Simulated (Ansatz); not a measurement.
A field-response calculation (clamped ions) of SrTiO3 built on the cubic perovskite prototype with the plane-wave code Ansatz, at the level r2SCAN. Cell and atoms come from a relaxation with r2SCAN.

The input:
```yaml
crystal:
  lattice:
    - [3.9068515016, 0.0, 0.0]
    - [0.0, 3.9068515016, 0.0]
    - [0.0, 0.0, 3.9068515016]
  atoms:
    - { symbol: Sr, position: [0.0, 0.0, 0.0] }
    - { symbol: Ti, position: [0.5, 0.5, 0.5] }
    - { symbol: O, position: [0.5, 0.5, 0.0] }
    - { symbol: O, position: [0.5, 0.0, 0.5] }
    - { symbol: O, position: [0.0, 0.5, 0.5] }
kpoints:
  mp_grid: { grid: [6, 6, 6] }
hamiltonian:
  xc: r2scan
scf:
  occupations: { method: fixed }
dielectric: {}
```

Run as `ansatz run input.yaml --threads 2 --pin off --max-ram 29491MiB --backend cpu --events-out ev --progress --plain --runs-dir out`.

Task: What wall time did it need on 2 threads of AMD EPYC 7R13 Processor (Zen 3), on a shared host, load about 1.6 per core, and what peak of host memory did it reach?

Result: About 55 s, with a peak of 1 GiB.

Task: What will the output look like, and what does it show?

Result: What the program printed (shortened):
```
Functional definition: r2SCAN
Crystal: 5 atoms, lattice volume = 59.632 Å³
Basis set: ecut = 500 eV, 1503 PW (Γ)
Bands: 25, of which v1, the nominal top of the filled ones, is band 20 counted from 1 (19 counted from 0)
Symmetry: 48 space group operations
k-points: 40 of 216 (irreducible under 8 space group operations, time reversal used)
preconditioner: auto → Resta (q_TF=auto, 2.553 Å⁻¹)  ε∞=4.9  [insulator: Δε(μ)=2.742 eV  ℏωp=26.3 eV]
SCF 1 converged in 9 iterations: F = -7774.722980 eV  dr2 = 1.92e-11
SCF 1 converged in 4 iterations: F = -7774.710880 eV  dr2 = 7.28e-9
SCF converged after 9 iterations
Free energy (F): -7774.722980 eV
Fermi energy:    9.642413 eV
--- Dielectric response (ions clamped): 3 representative field directions + reference, inside a basis on a mesh of 512 k-points ---
  ε∞ (high-frequency dielectric tensor):
        5.637121     0.000000     0.000000
        0.000000     5.637121     0.000000
        0.000000     0.000000     5.637121
  Born effective charges Z* (e; rows j = field, columns β = displacement):
    site 0:
         2.51720    0.00000    0.00000
         0.00000    2.51720    0.00000
         0.00000    0.00000    2.51720
    site 1:
         7.13771    0.00000    0.00000
         0.00000    7.13771    0.00000
         0.00000    0.00000    7.13771
    site 2:
        -1.98799    0.00000    0.00000
         0.00000   -1.98799    0.00000
         0.00000    0.00000   -5.67894
    site 3:
        -1.98799    0.00000    0.00000
         0.00000   -5.67894    0.00000
         0.00000    0.00000   -1.98799
    site 4:
        -5.67894    0.00000    0.00000
         0.00000   -1.98799    0.00000
         0.00000    0.00000   -1.98799
  ε∞ is read to err by 1.8e-2, Z* by 2.9e-2 e
```
Iteration counts and the last digits belong to this one run.

ε∞: 5.64 in all directions. Born charges, averaged over directions: Sr +2.52, Ti +7.14, O -3.22 e.

(Simulation; spin polarisation is off.)
